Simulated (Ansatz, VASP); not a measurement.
This is a calculation of Pb for VASP 6.6.1.

INCAR

```
SYSTEM = Pb
PREC = Accurate ; ENCUT = 600
EDIFF = 1E-6 ; ISMEAR = -1
SIGMA = 0.05 ; LREAL = .False.
LASPH = .True. ; NELM = 100
ALGO = Normal ; ISIF = 3
LWAVE = .False. ; LCHARG = .False.
GGA = CA ; IBRION = 2
NSW = 60 ; EDIFFG = -0.01
```

Contents of KPOINTS:

```
regular mesh
0
Gamma
  9 9 9
  0 0 0
```

File POSCAR:

```
Pb
1.0
    0.0000000000      2.4750200000      2.4750200000
    2.4750200000      0.0000000000      2.4750200000
    2.4750200000      2.4750200000      0.0000000000
Pb
1
Direct
    0.0000000000      0.0000000000      0.0000000000
```

Potentials or basis: VASP PAW LDA potentials, release 64 (Pb_d).

Command:

```sh
$ cat potpaw_LDA.64/Pb_d/POTCAR > POTCAR
$ mpirun -np 1 vasp_std > vasp.out
```

Task: Translate it to Ansatz 0.2.0. Potentials there: Ansatz PAW.

Result: As run (the cutoff follows the program's own potentials):

input.yaml

```yaml
crystal:
  lattice:
    - [0.0, 2.47502, 2.47502]
    - [2.47502, 0.0, 2.47502]
    - [2.47502, 2.47502, 0.0]
  atoms:
    - { symbol: Pb, position: [0.0, 0.0, 0.0] }
hamiltonian:
  xc: lda
  pseudopotentials: { kind: paw }
kpoints:
  mp_grid: { grid: [9, 9, 9] }
scf:
  occupations: { method: fermi_dirac, width: 0.05 }
output:
  forces: true
  stress: true
  eigenvalues: true
relax:
  f_tol: 0.01
  max_steps: 40
  cell: { stress_tol: 0.05 }
```

Potentials or basis: Ansatz PAW.

Command:

```bash
$ ansatz run input.yaml --threads 2 --pin off --max-ram 5632MiB --backend cpu --events-out ev --progress --plain --runs-dir out
```

Both were run:

|  | VASP | Ansatz | Ansatz less VASP |
| --- | --- | --- | --- |
| gap on the k mesh at the Fermi level, each at its own relaxed structure (eV) | none | none | - |
| relaxed volume (Å³/atom) | 29.09 | 29.01 | -0.076 |
| relaxed cell length with the largest relative difference (Å) | 3.452 | 3.449 | -0.0030 |
| energy change over the relaxation (meV/atom) | -8 | -9 | -1.1 |

A gap of «none» marks a metal or a gap that the smearing closes.

Caveats: the plane-wave basis is chosen anew once the cell has moved, so the energies of steps on either side of that aren't comparable (Ansatz); the PAW data sets come from PBE, with cores solved anew for the run's functional, which leaves a small shift of forces and pressure (Ansatz). The runs have no spin-orbit coupling, so splittings on Pb are missing. Zero-point motion and thermal expansion aren't in these numbers.
